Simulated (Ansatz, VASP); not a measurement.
# SnTe: VASP beside Ansatz

```
Te Sn
1.0
     4.44632    0.00000    0.00000
    -2.22316    3.85063    0.00000
     0.00000    0.00000   27.70642
Te Sn
4 4
Cartesian
  0.0000 2.5671 7.5023
  0.0000 0.0000 11.2183
  2.2232 1.2835 14.9439
  0.0000 2.5671 18.6803
  2.2232 1.2835 9.0003
  0.0000 2.5671 12.7561
  0.0000 0.0000 16.4882
  2.2232 1.2835 20.2363
```

Alike in both runs: functional PBEsol; k mesh 9 × 9 × 1; occupations gaussian, width 0.05 eV; no spin polarisation.

Ansatz relaxed the structure, and its values are those at the end. VASP's run is a single point on that final structure, the one shown.

```csv
,VASP,Ansatz
version,VASP 6.6.1,Ansatz 0.2.0
potentials or method,"VASP PAW PBE potentials, release 64 (Te, Sn_d)","scalar-relativistic, plane waves, PAW"
plane-wave cutoff (eV),520,420
valence electrons in the cell,80,120
```

VASP gave:

```
gap on the k mesh at the Fermi level (eV)  : none
rms of the force components (eV/Å)         : 0.010
work function, face that differs most (eV) : 4.94
```

Question: What did Ansatz give for the same quantities?

Answer: gap on the k mesh at the Fermi level (eV): none; rms of the force components (eV/Å): 0.003; work function, face that differs most (eV): 5.11.

A gap of «none» marks a metal or a gap that the smearing closes. The two sets of potentials don't hold the same shells in valence. Ansatz warned: «xc_potential_rough_in_thin_density».

Caveats: the PAW data sets were made with another functional, which shifts forces and pressure a little (VASP). Spin-orbit coupling is left out, which matters for the levels of Te.
